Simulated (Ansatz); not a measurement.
# Rh (Fm-3m) in Ansatz: settings compared, part 2 of 2

Ansatz 0.2.0. Earlier steps stand in the parts before.

### Step 3. Phonons, PBE-LDA, collinear spin, ferromagnetic start

File input.yaml:

```yaml
crystal:
  lattice:
    - [0.0, 1.89785, 1.89785]
    - [1.89785, 0.0, 1.89785]
    - [1.89785, 1.89785, 0.0]
  atoms:
    - { symbol: Rh, position_ang: [0.0, 0.0, 0.0], spin: 0.6 }
kpoints:
  mp_grid: { grid: [10, 10, 10] }
scf:
  occupations: { method: fermi_dirac, width: 0.01 }
hamiltonian:
  xc: { exchange: pbe, correlation: lda }
  pseudopotentials: { kind: all_electron, lapw: { basis_error: 0.002 } }
magnetization:
  spin_polarized: true
output: {}
phonons:
  method: fd
  supercell: [2, 2, 2]
  qpath:
    path:
      - [0.0, 0.0, 0.0]
      - [0.5, 0.0, 0.5]
      - [0.5, 0.25, 0.75]
      - [0.375, 0.375, 0.75]
      - [0.0, 0.0, 0.0]
      - [0.5, 0.5, 0.5]
    npoints: 8
basis:
  ecutwfc: 400
```

Potentials or basis: all-electron LAPW, scalar-relativistic.

The run is started by

```
$ ansatz run input.yaml --threads 1 --pin off --max-ram 2560MiB --backend cpu --events-out ev --progress --plain --runs-dir out
```

The program printed:

```text
Warning: RAYON_NUM_THREADS=1 ignored (pool sized by the plan → 1); use --threads N
LAPW: plane waves up to 10.246 Å⁻¹, error target 2.0e-3 eV per atom; small_component_spin mean_spin; the cutoff is typed (target and bands ask for 276.1 eV, largest radius times wave number 13.3, largest estimated error of a free atom 2.1e-5 eV); Rh in spheres of 1.302 Å, 27 of its electrons in bands, Dirac shells [] (how accurate: hamiltonian.pseudopotentials.lapw.basis_error, Limitations)
Engine: ansatz 0.2.0, x86_64-unknown-linux-gnu
Pseudopotentials: kind: all_electron
Pseudopotential: Rh, LAPW, valence charge 27, lapw/all_electron/scalar/gaussian/Rh, Koelling and Harmon's equation, gaussian nucleus
Functional definition: unnamed
  exchange = pbe_x
  correlation = pw_c
Crystal: 1 atoms, lattice volume = 13.671 Å³
[... 79 lines left out ...]
  k-point 1 ↑: bands = ["-272.2454", "-272.2454", "-272.2454", "-272.2454", "-272.2454", "-272.2454", "-272.2454", "-272.2454", "-272.2454", "-272.2454", "-272.2454", "-272.2454", "-272.2454", "-272.2454", "-272.2454", "-272.2454", "-272.2454", "-272.2454", "-272.2454", "-272.2454", "-272.2454", "-272.2454", "-272.2454", "-272.2454", "-272.2217", "-272.2217", "-272.2217", "-272.2217", "-272.2217", "-272.2217", "-272.2217", "-272.2217", "-272.2217", "-272.2217", "-272.2217", "-272.2217", "-272.2217", "-272.2217", "-272.2217", "-272.2217", "-54.0942", "-54.0009", "-53.9862", "-53.9862", "-53.9862", "-53.9556", "-53.9556", "-53.9556", "-22.2878", "-22.2878", "-22.2878", "-22.2486", "-22.2409", "-22.2409", "-22.2409", "-21.8703", "-21.8703", "-21.8703", "-21.8310", "-21.8310", "-21.8310", "-21.7207", "-21.7207", "-21.7207", "-21.6931", "-21.6931", "-21.6931", "-21.6669", "-21.6669", "-21.6465", "-21.5833", "-21.5833", "17.4888", "18.7791", "18.7791", "18.7791", "18.8375", "19.0274", "19.0274", "19.0274", "19.1095", "19.1095", "19.1095", "21.3647", "21.3647", "21.3647", "21.5331", "21.7084", "21.7084", "21.8351", "21.8351", "21.8870", "21.8870", "21.8870", "23.6526", "23.6526", "23.6526", "23.6689", "23.6689", "24.5236", "24.6201", "24.6201", "24.6201", "24.8959", "24.8959", "24.8959", "24.9949", "24.9949", "25.3468", "25.3468", "25.3468", "25.6050", "25.6050", "25.6050", "27.5295", "27.5295", "27.5295", "29.0124", "29.0124", "29.0124", "33.7347", "33.7347", "33.7347", "35.3246", "37.2549", "37.2549", "37.2549", "38.1460", "38.1460", "38.1460", "39.1688", "39.1688", "39.1688", "40.9974", "41.0515", "41.0515", "41.0515", "41.5106", "44.5508", "45.3101", "45.3101", "45.3101", "45.4262", "45.4262"]
  k-point 2 ↑: bands = ["-272.2454", "-272.2454", "-272.2454", "-272.2454", "-272.2454", "-272.2454", "-272.2454", "-272.2454", "-272.2454", "-272.2454", "-272.2454", "-272.2454", "-272.2454", "-272.2454", "-272.2454", "-272.2454", "-272.2454", "-272.2454", "-272.2454", "-272.2454", "-272.2454", "-272.2454", "-272.2454", "-272.2454", "-272.2217", "-272.2217", "-272.2217", "-272.2217", "-272.2217", "-272.2217", "-272.2217", "-272.2217", "-272.2217", "-272.2217", "-272.2217", "-272.2217", "-272.2217", "-272.2217", "-272.2217", "-272.2217", "-54.0655", "-54.0299", "-53.9768", "-53.9768", "-53.9768", "-53.9651", "-53.9651", "-53.9651", "-22.2188", "-22.2188", "-22.2188", "-22.1875", "-22.1875", "-22.1875", "-22.0658", "-21.8950", "-21.8950", "-21.8950", "-21.8359", "-21.8244", "-21.8244", "-21.8244", "-21.7887", "-21.7887", "-21.7887", "-21.7360", "-21.7360", "-21.7360", "-21.6412", "-21.6412", "-21.6093", "-21.6093", "18.4331", "18.9562", "19.2847", "19.2847", "19.2847", "19.5183", "19.5183", "19.5183", "19.9157", "19.9157", "19.9157", "20.8643", "20.8643", "20.8643", "21.4020", "21.9483", "21.9483", "22.0571", "22.0571", "22.2566", "22.2566", "22.2566", "22.3834", "22.6835", "22.6835", "22.6835", "22.8928", "22.8928", "22.8928", "23.7025", "23.7025", "23.8195", "23.8195", "23.8195", "24.2608", "24.2608", "25.4059", "25.4059", "25.4059", "25.4897", "25.4897", "25.4897", "28.9305", "28.9305", "28.9305", "29.4323", "29.4323", "29.4323", "34.4170", "34.4170", "34.4170", "35.7696", "35.7696", "35.7696", "38.5733", "39.6404", "39.6404", "39.6404", "41.2268", "41.2268", "41.2268", "41.2790", "41.2790", "41.2790", "41.6641", "42.1219", "42.5374", "43.6258", "43.6258", "43.6258", "44.7698", "44.7698"]
  k-point 9 ↓: bands = ["-272.2454", "-272.2454", "-272.2454", "-272.2454", "-272.2454", "-272.2454", "-272.2454", "-272.2454", "-272.2454", "-272.2454", "-272.2454", "-272.2454", "-272.2454", "-272.2454", "-272.2454", "-272.2454", "-272.2454", "-272.2454", "-272.2454", "-272.2454", "-272.2454", "-272.2454", "-272.2454", "-272.2454", "-272.2217", "-272.2217", "-272.2217", "-272.2217", "-272.2217", "-272.2217", "-272.2217", "-272.2217", "-272.2217", "-272.2217", "-272.2217", "-272.2217", "-272.2217", "-272.2217", "-272.2217", "-272.2217", "-54.0428", "-54.0116", "-54.0116", "-53.9999", "-53.9686", "-53.9686", "-53.9613", "-53.9568", "-22.1537", "-22.1537", "-22.1373", "-22.0939", "-22.0728", "-22.0657", "-22.0657", "-22.0548", "-21.9662", "-21.9492", "-21.9492", "-21.9054", "-21.8006", "-21.7922", "-21.7899", "-21.7640", "-21.7640", "-21.7440", "-21.7440", "-21.7294", "-21.7006", "-21.6685", "-21.6685", "-21.6374", "19.2576", "19.7703", "19.7703", "19.7731", "19.7840", "19.9531", "20.0029", "20.2739", "20.2739", "20.3764", "20.5357", "20.5996", "20.5996", "20.6758", "20.9928", "20.9928", "21.4991", "21.5600", "21.5600", "21.5616", "21.5616", "21.8395", "22.0551", "22.1734", "22.7576", "22.7976", "22.7976", "23.1859", "23.1859", "23.2441", "23.6400", "23.8370", "23.9271", "23.9723", "23.9723", "24.1681", "24.6319", "24.7626", "24.7626", "25.1525", "25.1668", "25.9791", "25.9791", "26.0007", "30.3299", "30.3299", "30.8152", "32.7667", "34.3369", "35.1702", "35.1702", "36.9352", "36.9612", "37.2265", "38.9725", "38.9725", "39.1023", "39.1023", "40.0308", "40.3892", "40.8861", "41.2732", "41.8583", "42.1662", "42.1662", "42.2954", "42.2954", "42.9910", "43.0227", "44.4503", "44.4503", "45.9347"]
--- Phonons: 1 displaced member + reference (amplitude 0.01 Å, Σ member SCF iterations 12) ---
  symmetry images taken by strict's conditions (phonons.symmetry_images: auto; settled by no image being taken that strict refuses)
  ASR residual: 8.567e-5 → 0.000e0 eV/Å²; symmetrization residual: 1.066e-14 eV/Å²
  largest component of a force at the reference: 2.2e-30 eV/Å
  ASR residual per site (eV/Å²): 8.57e-5
  Γ frequencies (cm⁻¹): 0.00 0.00 0.00
  density of states and harmonic sums: on the 28×28×28 q-mesh, interpolated from the force constants of a 2×2×2 supercell (no non-analytic term)
  largest difference from the sums on the solved wave vectors: F 6.05e-2 eV, S 9.28e-5 and C_V 3.23e-5 eV/K
  zero-point energy: 0.034327 eV/cell   skipped modes (ω ≤ 0): 3   left out of the sums: 4.56e-5 of the cell's modes: C_V's classical limit lies that fraction below 3 k_B per atom; for a crystal, a wire or a layer, F and S can be off by more, and a phonons.interpolated_qmesh denser along its periods is the remedy for the sampling
```

phbands.tsv:

```text
# q_distance	omega_0_inv_cm	omega_1_inv_cm	omega_2_inv_cm	omega_0_thz	omega_1_thz	omega_2_thz
# format = ansatz-phbands/1
# published_state_doubts = stability_check_not_made
# lo_to_splitting: not included (the non-analytic LO-TO correction is not applied to the interpolated dynamical matrix; polar crystals: no LO-TO splitting at GAMMA, and LO and other optical branches, acoustic branches and sound speeds, and with them the density of states and the thermodynamics, can be off between the wave vectors that the force constants were sampled on, most near GAMMA; a larger extent of the force constants narrows that region and is not shown to mend the acoustic slopes)
0.000000	0.000000	0.000000	0.000000	0.000000	0.000000	0.000000
0.206918	38.727115	38.727115	52.422385	1.161010	1.161010	1.571584
0.413836	75.541421	75.541421	102.516971	2.264675	2.264675	3.073381
0.620754	108.740189	108.740189	148.148388	3.259949	3.259949	4.441377
0.827671	136.992231	136.992231	187.526267	4.106924	4.106924	5.621896
1.034589	159.413262	159.413262	219.288693	4.779089	4.779089	6.574110
[... 33 lines left out ...]
6.078396	141.009500	141.009500	263.661376	4.227358	4.227358	7.904369
6.257592	143.772040	143.772040	268.826807	4.310177	4.310177	8.059225
```

Run time: 9.7 min. Hardware: 1 thread of Intel Xeon Platinum 8375C at 2.90GHz (Ice Lake), shared host; peak memory 1.8 GiB.

Caveat: the program listed the state as in doubt.

### Step 4. Single point, PBE, 12.85 Å³/atom (volume scaled by 0.94)

File input.yaml:

```yaml
crystal:
  lattice:
    - [0.0, 1.8591074964, 1.8591074964]
    - [1.8591074964, 0.0, 1.8591074964]
    - [1.8591074964, 1.8591074964, 0.0]
  atoms:
    - { symbol: Rh, position: [0.0, 0.0, 0.0] }
kpoints:
  mp_grid: { grid: [12, 12, 12] }
scf:
  occupations: { method: fermi_dirac, width: 0.05 }
hamiltonian:
  xc: pbe
  pseudopotentials: { kind: all_electron, lapw: { basis_error: 0.0005 } }
output:
  forces: true
  stress: true
  eigenvalues: true
```

The run is started by

```
$ ansatz run input.yaml --threads 1 --pin off --max-ram 2560MiB --backend cpu --events-out ev --progress --plain --runs-dir out
```

Wall time 4.4 s (1 thread of Intel Xeon 6975P-C (Granite Rapids), shared host); peak memory 0.32 GiB.

Results (log left out):

* Free energy: -130187.2086 eV
* Pressure: 28.5 GPa
* Band gap on the k mesh: none (metal or under the smearing width)

### Step 5. Single point, PBE, 13.12 Å³/atom (volume scaled by 0.96)

Changes to input.yaml since step 4:

```diff
@@ -2,5 +2,5 @@
   lattice:
-    - [0.0, 1.8591074964, 1.8591074964]
-    - [1.8591074964, 0.0, 1.8591074964]
-    - [1.8591074964, 1.8591074964, 0.0]
+    - [0.0, 1.8722002341, 1.8722002341]
+    - [1.8722002341, 0.0, 1.8722002341]
+    - [1.8722002341, 1.8722002341, 0.0]
   atoms:
```

The run is started by

```
$ ansatz run input.yaml --threads 1 --pin off --max-ram 2560MiB --backend cpu --events-out ev --progress --plain --runs-dir out
```

It took 5.6 s on 1 thread of Intel Xeon 6975P-C (Granite Rapids), shared host; peak memory 0.32 GiB.

It converged, with:

```yaml
Free_energy: -130187.2503 eV
Pressure: 20.6 GPa
Band_gap_on_the_k_mesh: none (metal or under the smearing width)
```

### Step 6. Single point, PBE, 13.40 Å³/atom (volume scaled by 0.98)

Changes to input.yaml since step 5:

```diff
@@ -2,5 +2,5 @@
   lattice:
-    - [0.0, 1.8722002341, 1.8722002341]
-    - [1.8722002341, 0.0, 1.8722002341]
-    - [1.8722002341, 1.8722002341, 0.0]
+    - [0.0, 1.8851123679, 1.8851123679]
+    - [1.8851123679, 0.0, 1.8851123679]
+    - [1.8851123679, 1.8851123679, 0.0]
   atoms:
```

Potentials or basis: all-electron LAPW, scalar-relativistic.

The run is started by

```
$ ansatz run input.yaml --threads 1 --pin off --max-ram 2560MiB --backend cpu --events-out ev --progress --plain --runs-dir out
```

Wall time 4.6 s (1 thread of Intel Xeon 6975P-C (Granite Rapids), shared host); peak memory 0.32 GiB.

The run converged. Its results:

```
Free energy            : -130187.2793 eV
Pressure               : 13.5 GPa
Band gap on the k mesh : none (metal or under the smearing width)
```

### Step 7. Single point, PBE, 13.67 Å³/atom

Changes to input.yaml since step 6:

```diff
@@ -2,5 +2,5 @@
   lattice:
-    - [0.0, 1.8851123679, 1.8851123679]
-    - [1.8851123679, 0.0, 1.8851123679]
-    - [1.8851123679, 1.8851123679, 0.0]
+    - [0.0, 1.89785, 1.89785]
+    - [1.89785, 0.0, 1.89785]
+    - [1.89785, 1.89785, 0.0]
   atoms:
```

The run is started by

```
$ ansatz run input.yaml --threads 1 --pin off --max-ram 2560MiB --backend cpu --events-out ev --progress --plain --runs-dir out
```

It took 4.1 s on 1 thread of Intel Xeon 6975P-C (Granite Rapids), shared host; peak memory 0.31 GiB.

It converged, with:

```yaml
Free_energy: -130187.2969 eV
Pressure: 7.2 GPa
Band_gap_on_the_k_mesh: none (metal or under the smearing width)
```

### Step 8. Single point, PBE, 13.94 Å³/atom (volume scaled by 1.02)

Changes to input.yaml since step 7:

```diff
@@ -2,5 +2,5 @@
   lattice:
-    - [0.0, 1.89785, 1.89785]
-    - [1.89785, 0.0, 1.89785]
-    - [1.89785, 1.89785, 0.0]
+    - [0.0, 1.9104189093, 1.9104189093]
+    - [1.9104189093, 0.0, 1.9104189093]
+    - [1.9104189093, 1.9104189093, 0.0]
   atoms:
```

The run is started by

```
$ ansatz run input.yaml --threads 1 --pin off --max-ram 2560MiB --backend cpu --events-out ev --progress --plain --runs-dir out
```

Wall time 4.4 s (1 thread of Intel Xeon 6975P-C (Granite Rapids), shared host); peak memory 0.3 GiB.

The run converged. Its results:

```
Free energy            : -130187.3044 eV
Pressure               : 1.7 GPa
Band gap on the k mesh : none (metal or under the smearing width)
```

### Step 9. Single point, PBE, 14.22 Å³/atom (volume scaled by 1.04)

Changes to input.yaml since step 8:

```diff
@@ -2,5 +2,5 @@
   lattice:
-    - [0.0, 1.9104189093, 1.9104189093]
-    - [1.9104189093, 0.0, 1.9104189093]
-    - [1.9104189093, 1.9104189093, 0.0]
+    - [0.0, 1.9228245745, 1.9228245745]
+    - [1.9228245745, 0.0, 1.9228245745]
+    - [1.9228245745, 1.9228245745, 0.0]
   atoms:
```

Potentials or basis: all-electron LAPW, scalar-relativistic.

The run is started by

```
$ ansatz run input.yaml --threads 1 --pin off --max-ram 2560MiB --backend cpu --events-out ev --progress --plain --runs-dir out
```

Run time: 4.3 s. Hardware: 1 thread of Intel Xeon 6975P-C (Granite Rapids), shared host; peak memory 0.31 GiB.

The run converged. Its results:

- Free energy: -130187.3030 eV
- Pressure: -3.2 GPa
- Band gap on the k mesh: none (metal or under the smearing width)

### Step 10. Single point, PBE, 14.49 Å³/atom (volume scaled by 1.06)

Changes to input.yaml since step 9:

```diff
@@ -2,5 +2,5 @@
   lattice:
-    - [0.0, 1.9228245745, 1.9228245745]
-    - [1.9228245745, 0.0, 1.9228245745]
-    - [1.9228245745, 1.9228245745, 0.0]
+    - [0.0, 1.935072195, 1.935072195]
+    - [1.935072195, 0.0, 1.935072195]
+    - [1.935072195, 1.935072195, 0.0]
   atoms:
```

The run is started by

```
$ ansatz run input.yaml --threads 1 --pin off --max-ram 2560MiB --backend cpu --events-out ev --progress --plain --runs-dir out
```

Run time: 4.2 s. Hardware: 1 thread of Intel Xeon 6975P-C (Granite Rapids), shared host; peak memory 0.31 GiB.

Results (log left out):

* Free energy: -130187.2937 eV
* Pressure: -7.6 GPa
* Band gap on the k mesh: none (metal or under the smearing width)
